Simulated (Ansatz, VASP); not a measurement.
# O: VASP beside Ansatz

Contents of INCAR:

```
  PREC = Accurate
  ENCUT = 600
  EDIFF = 1E-6
  ISMEAR = 0
  SIGMA = 0.02
  LREAL = F
  LASPH = T
  NELM = 150
  ALGO = Normal
  ISIF = 3
  LWAVE = F
  LCHARG = F
  ISPIN = 2
  MAGMOM = 0.61 0.61
  LORBIT = 11
  IBRION = 2
  NSW = 70
  EDIFFG = -0.005
```

The input KPOINTS:

```
Automatic mesh
0
Gamma
  9 9 9
```

Contents of POSCAR:

```
O
1.0
    1.7637033856      1.0182746245      3.8818702962
   -1.7637033856      1.0182746245      3.8818702962
    0.0000000000     -2.0365492489      3.8818702962
O
2
Direct
    0.9476824978      0.9476824978      0.9476824978
    0.0523175022      0.0523175022      0.0523175022
```

Input for Ansatz:

```yaml
crystal:
  lattice:
    - [1.7637033856, 1.0182746245, 3.8818702962]
    - [-1.7637033856, 1.0182746245, 3.8818702962]
    - [0.0, -2.0365492489, 3.8818702962]
  atoms:
    - { symbol: O, position: [0.9476824978, 0.9476824978, 0.9476824978], spin: 0.61 }
    - { symbol: O, position: [0.0523175022, 0.0523175022, 0.0523175022], spin: 0.61 }
basis:
  ecutwfc: 420
kpoints:
  mp_grid: { grid: [9, 9, 9] }
hamiltonian:
  xc: lda
scf:
  occupations: { method: gaussian, width: 0.02 }
output:
  forces: true
  stress: true
  eigenvalues: true
  populations: true
magnetization:
  spin_polarized: true
relax:
  adjacent_minimum: "off"
  f_tol: 0.005
  max_steps: 50
  cell: { stress_tol: 0.05 }
```

Alike in both runs: task relaxation of cell and atoms; functional LDA; k mesh 9 × 9 × 9; occupations gaussian, width 0.02 eV; collinear spin.

|  | VASP | Ansatz |
| --- | --- | --- |
| version | VASP 6.6.1 | Ansatz 0.2.0 |
| potentials or method | VASP PAW LDA potentials, release 64 (O) | scalar-relativistic, plane waves, PAW |
| plane-wave cutoff (eV) | 600 | 420 |
| valence electrons in the cell | 12 | 12 |

|  | VASP | Ansatz | Ansatz less VASP |
| --- | --- | --- | --- |
| gap on the k mesh at the Fermi level, each at its own relaxed structure (eV) | 0.49 | 0.66 | +0.172 |
| net moment per atom (μB) | 1.00 | 1.00 | 0.000 |
| size of the moment on the site where the two differ most (μB) | 0.81 | 0.55 | -0.260 |
| relaxed volume (Å³/atom) | 14.65 | 15.26 | +0.607 |
| relaxed cell length with the largest relative difference (Å) | 3.897 | 3.934 | +0.0372 |
| energy change over the relaxation (meV/atom) | -34 | -24 | +9.9 |

Site moments also hang on the region over which each program counts them.

Caveats: the standard files for N, O and F lose accuracy on very short bonds; the volume moved by over 15 % at a fixed basis, so the end points are rough (VASP); an odd mesh through Γ misses points on the zone boundary, where band edges often lie.
